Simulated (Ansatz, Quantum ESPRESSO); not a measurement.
## Al2Pt: 3 runs at one level of theory

```
Pt Al
1.0
     0.00000    2.95500    2.95500
     2.95500    0.00000    2.95500
     2.95500    2.95500    0.00000
Pt Al
1 2
Direct
  0.00000 0.00000 0.00000
  0.75000 0.75000 0.75000
  0.25000 0.25000 0.25000
```

Alike in all runs: task equation of state; functional PBE; k mesh 8 × 8 × 8; occupations fermi-dirac, width 0.05 eV; no spin polarisation; no spin-orbit coupling.

| program and potentials | plane-wave cutoff (eV) | notes | equilibrium volume (Å³/atom) | bulk modulus (GPa) |
| --- | --- | --- | --- | --- |
| Ansatz, Ansatz PAW (earlier soft set) | 420 | - | 17.52 | 129.2 |
| Quantum ESPRESSO, SSSP 1.3 efficiency PBE | 748 | - | 17.51 | 129.6 |
| Ansatz, all-electron LAPW, scalar-relativistic | - | - | 17.52 | 128.8 |

The equilibrium volume spans 17.51 (Quantum ESPRESSO, SSSP 1.3 efficiency PBE) to 17.52 Å³/atom (Ansatz, all-electron LAPW, scalar-relativistic), with all-electron results at 17.52. The bulk modulus spans 128.8 (Ansatz, all-electron LAPW, scalar-relativistic) to 129.6 GPa (Quantum ESPRESSO, SSSP 1.3 efficiency PBE), with all-electron results at 128.8. For a metal such a mesh isn't converged, which the comparison doesn't need.

The functional is the same throughout but for its coding, so the spread measures potentials, basis and numerics; runs on potential files found faulty are left out.
